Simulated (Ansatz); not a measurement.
# ZnO (rocksalt type): optical response by level, part 2 of 2

How does ZnO (rocksalt type) absorb light if electrons and holes don't interact? Plan: HSE06 for the gap; optics with PBE on 10×10×10; optics with r2SCAN on 10×10×10; optics with LDA on 10×10×10; optics with PBE and scissors to the HSE06 gap on 10×10×10.

Ansatz 0.2.0; plane waves, PAW; no local fields, no excitons. Earlier steps stand in the parts before.

## 5. Optics, LDA

Contents of input.yaml:

```yaml
crystal:
  lattice:
    - [0.0, 2.1337703963, 2.1337703963]
    - [2.1337703963, 0.0, 2.1337703963]
    - [2.1337703963, 2.1337703963, 0.0]
  atoms:
    - { symbol: Zn, position: [0.0, 0.0, 0.0] }
    - { symbol: O, position: [0.5, 0.5, 0.5] }
kpoints:
  mp_grid: { grid: [10, 10, 10] }
hamiltonian:
  xc: lda
scf:
  occupations: { method: fixed }
output:
  optics: { e_range: [0, 12], de: 0.05, sigma: 0.1 }
  write_density: true
  write_potential: true
  elf: true
  volumetric_format: npy
```

On the command line:

```console
$ ansatz run input.yaml --threads 4 --pin off --max-ram 3686MiB --backend cpu --events-out ev --progress --plain --runs-dir out
```

Log:

```text
Warning: RAYON_NUM_THREADS=4 ignored (pool sized by the plan → 4); use --threads N
Engine: ansatz 0.2.0, aarch64-unknown-linux-gnu
Pseudopotentials: kind: paw
Pseudopotential: Zn, paw, valence charge 12, recommended cutoff 420 eV (normal), Zn.paw.azcp
Pseudopotential: O, paw, valence charge 6, recommended cutoff 420 eV (normal), O.paw.azcp
Functional definition: SPW92
  exchange = slater_x
  correlation = pw_c
Crystal: 2 atoms, lattice volume = 19.430 Å³
Basis set: ecut = 420 eV, 339 PW (Γ)
Bands: 13, of which v1, the nominal top of the filled ones, is band 9 counted from 1 (8 counted from 0)
Symmetry: 48 space group operations
Space group: Fm-3m (ITA 225), of the structure as read, at distance tolerance 2.7e-5 Å
k-points: 47 of 1000
Non-local potential: Zn, projectors of the file, l = 0: 2, l = 1: 2, l = 2: 3, l = 3: 1
Non-local potential: O, projectors of the file, l = 0: 2, l = 1: 2, l = 2: 1
PAW form: soft (Blöchl's): semilocal exchange-correlation on the pseudo side does not see the compensation charge
PAW frozen core: Zn, regenerated for the run's functional, and the local potential with it (the file was generated under x = pbe(κ = 0.804, μ = 0.2195149727645171), c = pbe(β = 0.06672455060314922))
PAW frozen core: O, regenerated for the run's functional, and the local potential with it (the file was generated under x = pbe(κ = 0.804, μ = 0.2195149727645171), c = pbe(β = 0.06672455060314922))
PAW one-centre angular grid: Zn, 590 points (default); XC on 64 Gauss nodes
PAW one-centre angular grid: O, 110 points (default); XC on 64 Gauss nodes
Initial density: superposition of atomic densities (neutral atoms: chi_scale 0, normalization atom), corrected by the library's trained network
Initial wavefunctions: pseudopotential atomic-orbital guess
Functional: x = slater, c = lda
SCF iter   1: F=—  HF=-3801.749206 eV  |F-HF|=—  |Δ(HF+E_count)|=         —  Δρ=1.90e-2  dr2=5.87e-2  ethr=1.77e-3  ⟨swp⟩=4.7  Hψ=3028  notcnv=0  defer=77
preconditioner: auto → none  [insulator: Δε(μ)=0.774 eV  Ē_g=15.835 eV  n_scr=8 (ndim 8)  ℏωp=35.7 eV  f_vac=0.000  ε∞_Penn≈6.1]
SCF iter   2: F=—  HF=-3801.737677 eV  |F-HF|=—  |Δ(HF+E_count)|=   1.15e-2  Δρ=1.15e-2  dr2=1.68e-2  ethr=3.26e-4  ⟨swp⟩=2.4  Hψ=1317  notcnv=0  defer=89
SCF iter   3: F=—  HF=-3801.732860 eV  |F-HF|=—  |Δ(HF+E_count)|=   4.82e-3  Δρ=1.58e-3  dr2=2.67e-4  ethr=9.32e-5  ⟨swp⟩=2.1  Hψ=970  notcnv=0  defer=91
SCF iter   4: F=—  HF=-3801.732769 eV  |F-HF|=—  |Δ(HF+E_count)|=   9.09e-5  Δρ=1.01e-3  dr2=7.10e-5  ethr=1.49e-6  ⟨swp⟩=2.1  Hψ=1017  notcnv=0  defer=84
SCF iter   5: F=—  HF=-3801.732745 eV  |F-HF|=—  |Δ(HF+E_count)|=   2.41e-5  Δρ=4.65e-5  dr2=2.13e-7  ethr=3.95e-7  ⟨swp⟩=2.2  Hψ=972  notcnv=0  defer=17
SCF iter   6: F=—  HF=-3801.732745 eV  |F-HF|=—  |Δ(HF+E_count)|=   5.54e-7  Δρ=1.33e-5  dr2=1.37e-8  ethr=1.18e-9  ⟨swp⟩=2.1  Hψ=875  notcnv=0
SCF iter   7: F=—  HF=-3801.732745 eV  |F-HF|=—  |Δ(HF+E_count)|=   3.86e-9  Δρ=9.45e-7  dr2=1.03e-10  ethr=7.62e-11  ⟨swp⟩=2.1  Hψ=1004  notcnv=0
SCF iter   8: F=-3801.732745 eV  HF=-3801.732745 eV  |F-HF|=4.55e-13  |Δ(HF+E_count)|=  9.09e-12  Δρ=4.03e-8  dr2=1.21e-13  ethr=1.00e-12  ⟨swp⟩=3.8  Hψ=1959  notcnv=0
SCF 1 converged in 8 iterations: F = -3801.732745 eV  dr2 = 1.21e-13
Optics k sum: 0 of 47 k-points
[...]
NSCF: frozen V_eff on 1 k-points
NSCF: frozen V_eff on 1 k-points
SCF converged after 8 iterations
Free energy (F): -3801.732745 eV
Harris-Foulkes:  -3801.732745 eV  (|F-HF|=4.55e-13)
Internal energy: -3801.732745 eV  (E = F + TS)
E sigma→0 (E₀):  -3801.732745 eV
Fermi energy:    9.767588 eV
--- Per-component energies (eV) ---
  E_band       = 75.068540
  E_kinetic    = 305.798601
  E_local      = -1705.209688  (includes V_loc(G=0)·N_el)
  E_nonlocal   = 673.871365
  E_hartree    = 695.874091
  E_xc         = -207.075832
  E_vxc        = -145.717007  (∫ρ·V_xc dr)
  E_paw        = -1909.570617  (= ΣΔE_a)
  E_vpaw       = -445.424849  (= ΣTr[D̂ρ^β])
  E_aug_tail   = 0.001922  (compensation charges beyond the density's cutoff)
  E_ewald      = -1657.076649
  E_core_change = 1.654063  (= ΣΔE_core)
  E_smearing   = -0.000000  (= −TS)
  E_closure    = 0.000000  (closes the sum)
  Σ components = -3801.732745   (vs F -3801.732745, Δ=0.00e0)
--- Band table (eV; the first three rows and the last of 47) ---
  k-point 0: bands = ["-8.6456", "4.7727", "4.7727", "4.7727", "4.9936", "4.9936", "8.3674", "8.3674", "8.3674", "10.6858", "27.6003", "27.6003", "27.6003"]
  k-point 1: bands = ["-8.5289", "4.6916", "4.7578", "4.7578", "4.9027", "4.9027", "7.5248", "8.5288", "8.5288", "11.6165", "24.7321", "26.8358", "26.8358"]
  k-point 2: bands = ["-8.2053", "4.2901", "4.4858", "4.4858", "4.9478", "4.9478", "6.4784", "8.9124", "8.9124", "13.0749", "22.0989", "25.2374", "25.2374"]
  k-point 46: bands = ["-6.9680", "4.0205", "4.0936", "4.1162", "5.3257", "5.5625", "6.0120", "6.4881", "7.5315", "16.1397", "20.1670", "20.2119", "22.1235"]
```

Wall time 2.5 s (4 threads of Arm Neoverse V1, shared host); peak memory 0.43 GiB.

optics.tsv begins:

```
# eps_inf(xx yy zz) = 5.543599 5.543599 5.543599
# eps_inf_bands = all
# eps_inf_summed_bands(xx yy zz) = 5.164092 5.164092 5.164092
# eps_inf_completed(xx yy zz) = 5.543599 5.543599 5.543599
# eps2_relative_error = 0.0021
# eps_inf_relative_error = 0.0043
# f_sum_n_eff(xx yy zz) = 4.821324 4.821324 4.821324 of n_electrons = 18.000000
# n_bands = 13
# valid_up_to_ev = 12.322457
# least_direct_gap_ev = 2.318485e0 at k(fractional) = 0.000000 0.000000 0.000000, k_point = 0, channel = 0, bands = 8 9 (counted from 0)
```

The dielectric function from optics.tsv (isotropic), one row in 13 (narrow peaks fall between the rows):

```tsv
E (eV)	ε₂ xx	ε₁ xx
2.10	0.00	6.08
2.75	1.33	6.63
3.40	2.06	6.33
4.05	2.63	6.07
4.70	3.16	5.90
5.35	4.97	5.99
6.00	4.09	3.77
6.65	3.27	4.69
7.30	9.18	3.52
7.95	4.66	-0.22
8.60	3.06	1.11
9.25	3.23	1.92
9.90	3.67	1.29
10.55	2.70	0.93
11.20	2.44	1.95
11.85	3.88	2.37
```

The columns hold the bands summed alone, whose ε₁ at zero energy is 5.16, below the completed ε∞ of 5.54.

Tallest peaks of ε₂: 5.3 at 5.45 eV, 9.2 at 7.30 eV, 3.9 at 11.90 eV.

## 6. Optics, PBE + 1.61 eV scissors

The scissors of 1.611 eV comes from the difference of HSE06 and PBE direct gaps in separate runs.

Changes to input.yaml since step 5:

```diff
@@ -11,3 +11,3 @@
 hamiltonian:
-  xc: lda
+  xc: pbe
 scf:
@@ -15,6 +15,2 @@
 output:
-  optics: { e_range: [0, 12], de: 0.05, sigma: 0.1 }
-  write_density: true
-  write_potential: true
-  elf: true
-  volumetric_format: npy
+  optics: { e_range: [0, 12], de: 0.05, sigma: 0.1, scissors: 1.611 }
```

On the command line:

```console
$ ansatz run input.yaml --threads 4 --pin off --max-ram 3686MiB --backend cpu --events-out ev --progress --plain --runs-dir out
```

Log:

```text
Warning: RAYON_NUM_THREADS=4 ignored (pool sized by the plan → 4); use --threads N
[... 9 set-up lines as earlier in the session ...]
Crystal: 2 atoms, lattice volume = 19.430 Å³
Basis set: ecut = 420 eV, 339 PW (Γ)
Bands: 13, of which v1, the nominal top of the filled ones, is band 9 counted from 1 (8 counted from 0)
[... 2 set-up lines as earlier in the session ...]
k-points: 47 of 1000
[... 8 set-up lines as earlier in the session ...]
SCF iter   1: F=—  HF=-3886.520147 eV  |F-HF|=—  |Δ(HF+E_count)|=         —  Δρ=1.75e-3  dr2=2.59e-4  ethr=1.77e-3  ⟨swp⟩=4.6  Hψ=2991  notcnv=0  defer=77
preconditioner: auto → none  [insulator: Δε(μ)=0.956 eV  Ē_g=16.063 eV  n_scr=8 (ndim 8)  ℏωp=35.7 eV  f_vac=0.000  ε∞_Penn≈6.0]
SCF iter   2: F=—  HF=-3886.520599 eV  |F-HF|=—  |Δ(HF+E_count)|=   4.52e-4  Δρ=4.93e-4  dr2=1.35e-5  ethr=1.44e-6  ⟨swp⟩=2.1  Hψ=1527  notcnv=0  defer=92
SCF iter   3: F=—  HF=-3886.520602 eV  |F-HF|=—  |Δ(HF+E_count)|=   3.09e-6  Δρ=3.22e-4  dr2=7.69e-6  ethr=7.52e-8  ⟨swp⟩=2.0  Hψ=1016  notcnv=0  defer=50
SCF iter   4: F=—  HF=-3886.520628 eV  |F-HF|=—  |Δ(HF+E_count)|=   2.57e-5  Δρ=2.78e-4  dr2=1.23e-5  ethr=4.27e-8  ⟨swp⟩=2.0  Hψ=1034  notcnv=0  defer=3
SCF iter   5: F=—  HF=-3886.520625 eV  |F-HF|=—  |Δ(HF+E_count)|=   2.87e-6  Δρ=4.62e-5  dr2=4.25e-7  ethr=4.27e-8  ⟨swp⟩=2.1  Hψ=801  notcnv=0
SCF iter   6: F=—  HF=-3886.520624 eV  |F-HF|=—  |Δ(HF+E_count)|=   7.20e-7  Δρ=1.26e-5  dr2=2.23e-8  ethr=2.36e-9  ⟨swp⟩=2.0  Hψ=811  notcnv=0
SCF iter   7: F=—  HF=-3886.520624 eV  |F-HF|=—  |Δ(HF+E_count)|=   1.82e-9  Δρ=5.96e-7  dr2=1.69e-11  ethr=1.24e-10  ⟨swp⟩=2.4  Hψ=1025  notcnv=0
SCF iter   8: F=-3886.520624 eV  HF=-3886.520624 eV  |F-HF|=9.09e-13  |Δ(HF+E_count)|=  2.36e-11  Δρ=8.44e-8  dr2=4.65e-13  ethr=1.00e-12  ⟨swp⟩=3.2  Hψ=1743  notcnv=0
SCF 1 converged in 8 iterations: F = -3886.520624 eV  dr2 = 4.65e-13
Optics k sum: 0 of 47 k-points
[...]
NSCF: frozen V_eff on 1 k-points
NSCF: frozen V_eff on 1 k-points
SCF converged after 8 iterations
Free energy (F): -3886.520624 eV
Harris-Foulkes:  -3886.520624 eV  (|F-HF|=9.09e-13)
Internal energy: -3886.520624 eV  (E = F + TS)
E sigma→0 (E₀):  -3886.520624 eV
Fermi energy:    10.196406 eV
--- Per-component energies (eV) ---
  E_band       = 83.195937
  E_kinetic    = 306.992760
  E_local      = -1702.554949  (includes V_loc(G=0)·N_el)
  E_nonlocal   = 669.848991
  E_hartree    = 699.014683
  E_xc         = -210.203114
  E_vxc        = -145.353968  (∫ρ·V_xc dr)
  E_paw        = -1992.544252  (= ΣΔE_a)
  E_vpaw       = -443.768164  (= ΣTr[D̂ρ^β])
  E_aug_tail   = 0.001906  (compensation charges beyond the density's cutoff)
  E_ewald      = -1657.076649
  E_smearing   = -0.000000  (= −TS)
  E_closure    = -0.000000  (closes the sum)
  Σ components = -3886.520624   (vs F -3886.520624, Δ=0.00e0)
--- Band table (eV; the first three rows and the last of 47) ---
  k-point 0: bands = ["-8.4566", "5.2930", "5.2930", "5.2930", "5.5094", "5.5094", "8.7957", "8.7957", "8.7957", "11.1460", "28.1679", "28.1679", "28.1679"]
  k-point 1: bands = ["-8.3449", "5.2109", "5.2759", "5.2759", "5.4178", "5.4178", "7.9634", "8.9592", "8.9592", "12.0786", "25.3278", "27.4740", "27.4740"]
  k-point 2: bands = ["-8.0361", "4.8013", "4.9976", "4.9976", "5.4642", "5.4642", "6.9408", "9.3443", "9.3443", "13.5522", "22.7061", "25.9074", "25.9074"]
  k-point 46: bands = ["-6.8650", "4.5290", "4.5996", "4.6336", "5.8364", "6.0487", "6.5002", "6.9604", "8.0235", "16.7790", "20.7453", "20.7849", "22.7581"]
```

It took 2.6 s on 4 threads of Arm Neoverse V1, shared host; peak memory 0.43 GiB.

From the head of optics.tsv:

```
# eps_inf(xx yy zz) = 4.614770 4.614770 4.614770
# eps_inf_bands = all
# eps_inf_summed_bands(xx yy zz) = 4.254767 4.254767 4.254767
# eps_inf_completed(xx yy zz) = 4.614770 4.614770 4.614770
# eps2_relative_error = 0.0020
# eps_inf_relative_error = 0.0044
# f_sum_n_eff(xx yy zz) = 4.797186 4.797186 4.797186 of n_electrons = 18.000000
# n_bands = 13
# valid_up_to_ev = 14.184536
# least_direct_gap_ev = 2.350284e0 at k(fractional) = 0.000000 0.000000 0.000000, k_point = 0, channel = 0, bands = 8 9 (counted from 0)
```

The dielectric function from optics.tsv (isotropic), one row in 11 (narrow peaks fall between the rows):

```tsv
E (eV)	ε₂ xx	ε₁ xx
3.70	0.00	5.47
4.25	1.07	6.20
4.80	1.79	5.93
5.35	2.29	5.71
5.90	2.71	5.51
6.45	3.12	5.41
7.00	4.28	5.71
7.55	4.28	3.48
8.10	3.40	3.55
8.65	3.27	5.58
9.20	7.95	1.38
9.75	4.31	-0.17
10.30	2.96	1.02
10.85	2.98	1.62
11.40	3.60	1.61
11.95	3.33	0.86
```

The columns hold the bands summed alone, whose ε₁ at zero energy is 4.25, below the completed ε∞ of 4.61.

Tallest peaks of ε₂: 5.1 at 7.15 eV, 8.8 at 9.05 eV, 3.7 at 11.60 eV.

## 7. The levels side by side

| level | mesh | least direct gap on the mesh (eV) | ε∞ | tallest peak of ε₂ | time |
| --- | --- | --- | --- | --- | --- |
| PBE | 10×10×10 | 2.35 | 5.40 | 8.8 at 7.45 eV | 2.6 s |
| r2SCAN | 10×10×10 | 3.01 | 4.68 | 7.8 at 8.20 eV | 5.2 s |
| LDA | 10×10×10 | 2.32 | 5.54 | 9.2 at 7.30 eV | 2.5 s |
| PBE + 1.61 eV scissors | 10×10×10 | 3.96 | 4.61 | 8.8 at 9.05 eV | 2.6 s |

## 8. Results

This closing draws on all 2 parts.

| quantity | value |
| --- | --- |
| ε∞, PBE | 5.40 |
| ε∞, r2SCAN | 4.68 |
| ε∞, LDA | 5.54 |
| ε∞, PBE + 1.61 eV scissors | 4.61 |
| tallest peak of ε₂, PBE | 8.8 at 7.45 eV |
| tallest peak of ε₂, r2SCAN | 7.8 at 8.20 eV |
| tallest peak of ε₂, LDA | 9.2 at 7.30 eV |
| tallest peak of ε₂, PBE + 1.61 eV scissors | 8.8 at 9.05 eV |
| HSE06 direct gap | 3.96 eV |

What this shows: PBE + 1.61 eV scissors has the widest direct gap (3.96 eV) and LDA the narrowest (2.32 eV); ε∞ is 4.61 and 5.54: a wider gap screens less. Local fields and excitons are left out: both change ε∞, and without excitons the onset lacks its lines.
